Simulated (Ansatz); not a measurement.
**Ga$_{2}$O$_{3}$ (C2/m)**

Method: DFT PBE, scalar-relativistic, plane waves, PAW (Ansatz).

Settings: cutoff 420 eV, Γ-centred mesh 10×10×6 on the computed 10-atom cell, Gaussian smearing of 0.02 eV; no spin polarisation.

The structure is relaxed at this level of theory with its symmetry kept.

The structure is monoclinic, space group C2/m (No. 12). The conventional cell has a = 12.455 Å, b = 3.084 Å, c = 5.878 Å, α = 90.00°, β = 103.70°, γ = 90.00°. Ga (site symmetry m) is surrounded by 4 O at 1.86 to 1.90 Å. Around Ga (site symmetry m) lie 6 O at 1.97 to 2.11 Å. O (site symmetry m) is surrounded by 3 Ga at 1.86 to 1.97 Å. Around O (site symmetry m) lie 4 Ga at 1.90 to 2.11 Å. O (site symmetry m) is surrounded by 3 Ga at 1.86 to 1.97 Å.

| Item | Value |
| --- | --- |
| Volume per atom | 10.97 Å³ |
| Formation energy from the elements' standard states (uncorrected) | -1.823 eV/atom |
| Kohn–Sham band gap | 2.01 eV, indirect from (0.448, -0.458, -0.500) to Γ |
| Löwdin character of the top 1 eV of the valence band | O 2p 96 % |
| Löwdin character of the lowest 1 eV of the conduction band | Ga 4s 48 %, O 2s 28 %, O 2p 15 %, Ga 4p 7 % |
| Electron masses at the edge by Cartesian direction of the standard setting (m_e; degenerate bands sorted by energy; no spin-orbit coupling) | x: 0.22; y: 0.23; z: 0.21 |
| Hole masses at the edge by Cartesian direction of the standard setting (m_e; degenerate bands sorted by energy; no spin-orbit coupling) | x: 3.2; y: 4.1; z: 4.6 |
| Bader charges (e) | Ga (2 in the cell) 1.85, Ga (2 in the cell) 1.91, O (2 in the cell) -1.25, O (2 in the cell) -1.25, O (2 in the cell) -1.26 |